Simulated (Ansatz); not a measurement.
# BaTiO₃: reading a single point

```yaml
crystal:
  lattice:
    - [-4.03796, 0.00000, 0.00000]
    - [0.00000, -2.87636, 2.88620]
    - [0.00000, 2.87636, 2.88620]
  atoms:
    - { symbol: Ba, position: [0.00000, 0.00000, 0.00000] }
    - { symbol: Ti, position: [0.50000, 0.51430, 0.51430] }
    - { symbol: O, position: [0.00000, 0.48900, 0.48900] }
    - { symbol: O, position: [0.50000, 0.99223, 0.50443] }
    - { symbol: O, position: [0.50000, 0.50443, 0.99223] }
```

Single point in Ansatz 0.2.0 with PBE, no spin polarisation. Cutoff 420 eV, PAW datasets, 6×6×6 Γ-centred k mesh, fermi-dirac filling (width 0.0142 eV).

Q: What is the character of the valence top and the conduction bottom?

A: Within 0.7 eV of the edges, the states project mainly on O p (95 %) below the gap and on Ti d (87 %) above it.

Q: Where is the largest force?

A: The largest is on O4 (and as large on other atoms): 0.42 eV/Å, components (0.00, 0.18, -0.38). It makes 20° with the line to a nearest neighbour, Ti2 at 1.95 Å, pointing towards it.

Q: Is there a gap, and of what kind?

A: The gap is 1.84 eV, indirect (the least direct gap found is 2.06 eV).

Q: What does the stress say?

A: The pressure is -4.0 GPa (compression positive), so with the atoms held at these fractions the cell would first shrink.

Q: Is it stable against the elements?

A: -3.09 eV an atom against the elements' usual phases (free molecules for gases, crystals otherwise, with no correction for O₂ or N₂), so it is bound against them; other compounds may still compete. Relaxing would lower it.

Origin: a database entry at a rescaled volume.
